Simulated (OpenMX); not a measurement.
**Ca and the effect of the choice of potentials or basis**

```cif
data_structure
_symmetry_space_group_name_H-M 'Fm-3m'
_symmetry_Int_Tables_number 225
_cell_length_a 5.5884
_cell_length_b 5.5884
_cell_length_c 5.5884
_cell_angle_alpha 90.000
_cell_angle_beta 90.000
_cell_angle_gamma 90.000
_cell_volume 174.53
loop_
_atom_site_label
_atom_site_type_symbol
_atom_site_symmetry_multiplicity
_atom_site_Wyckoff_symbol
_atom_site_fract_x
_atom_site_fract_y
_atom_site_fract_z
_atom_site_occupancy
Ca1 Ca 4 a 0.00000 0.00000 0.00000 1
```

Kept alike: task band structure; functional PBE; k mesh 7 × 7 × 7; occupations fermi-dirac, width 0.05 eV; no spin polarisation. Program: OpenMX. The mesh is that of the run's cell of 1 atom. No spin-orbit coupling.

```csv
choice of potentials or basis,pressure (GPa)
"OpenMX 2013 PBE set, Ca9.0-s3p2, grid cutoff 300 Ry",4.35
"OpenMX 2013 PBE set, Ca9.0-s3p2d1, grid cutoff 300 Ry",-0.30
"OpenMX 2013 PBE set, Ca9.0-s3p2d2, grid cutoff 300 Ry",-0.31
```

Pressure is positive in compression. For a metal such a mesh leaves the last digits unconverged.

Task: What does the choice of potentials or basis change here?

Result: The pressure runs from -0.31 (OpenMX 2013 PBE set, Ca9.0-s3p2d2, grid cutoff 300 Ry) to 4.35 GPa (OpenMX 2013 PBE set, Ca9.0-s3p2, grid cutoff 300 Ry).
